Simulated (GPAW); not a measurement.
Runs of GPAW 26.7.0 on InPd. Symmetry: Pm-3m, No. 221, cubic system. Conventional cell: a = 3.272 Å, b = 3.272 Å, c = 3.272 Å, α = 90.00°, β = 90.00°, γ = 90.00°. In (site symmetry m-3m) is surrounded by 8 Pd at 2.83 Å. Pd (site symmetry m-3m) has 8 In at 2.83 Å as nearest neighbours. The cell comes from a database or a generator and needn't be the stable form of this composition.

```csv
task,level,potentials or basis,spin,cell,k mesh,optimizer,fmax,max steps,convergence,band path,gap on the mesh (eV),pressure (GPa),relaxed volume (Å³/atom)
relaxation of cell and atoms,revPBE+D3(BJ),"the program's PAW data sets (release 1.2.1) made for this functional, pw",off,relaxed,8 × 8 × 8,FIRE,0.01 eV/Å,60,density=1e-05 forces=0.0001,-,none,0.1,(a)
band structure,r2SCAN,"GPAW PAW data sets (gpaw-data 1.2.1), pw","SOC, no magnetisation",as given,7 × 7 × 7,-,-,-,-,"GXMGRX,MR",-,-0.2,-
relaxation of cell and atoms,revPBE+D4,"the program's PAW data sets (release 1.2.1) made for this functional, pw",off,relaxed,8 × 8 × 8,FIRE,0.02 eV/Å,100,density=1e-05 forces=0.0001,-,none,0.0,17.39
relaxation of cell and atoms,RPBE+D3(BJ),"the program's PAW data sets (release 1.2.1) made for this functional, pw",off,relaxed,8 × 8 × 8,LBFGS,0.02 eV/Å,100,density=1e-05 forces=0.0001,-,none,-0.1,(b)
relaxation of cell and atoms,RPBE+D4,"the program's PAW data sets (release 1.2.1) made for this functional, pw",off,relaxed,8 × 8 × 8,BFGS,0.05 eV/Å,40,density=1e-05 forces=0.0001,-,none,0.0,17.42
band structure,LDA,"the program's PAW data sets (release 1.2.1) made for this functional, other valence, pw",off,as given,7 × 7 × 7,-,-,-,-,"GXMGRX,MR",-,-7.9,-
```

Alike in all rows: cutoff (eV) 600; smearing fermi-dirac 0.05 eV.

Question: Fill in the values left out.

Answer: (a) 16.99; (b) 14.80.

Caveats: later steps reuse the first step's grids (some runs); pairwise dispersion overbinds metals, which lowers pressure and volume (some runs); spin-orbit coupling was added after a scalar SCF, so levels and gaps hold it while energy, forces, pressure and moments don't (some runs); this program's spin-orbit splittings come out too wide for heavy elements (some runs); the PAW data sets were made with another functional, which shifts forces and pressure a little (some runs); the volume moved by over 15 % at a fixed basis, so the end points are rough (some runs); spin-orbit coupling is left out, which moves the levels of the heavy elements (some runs).

A k mesh can miss the band edges, and rows without SOC leave out spin-orbit coupling on In, Pd.

A gap of «none» marks a metal or a gap under the smearing width.

The runs don't all hold the same shells in valence.
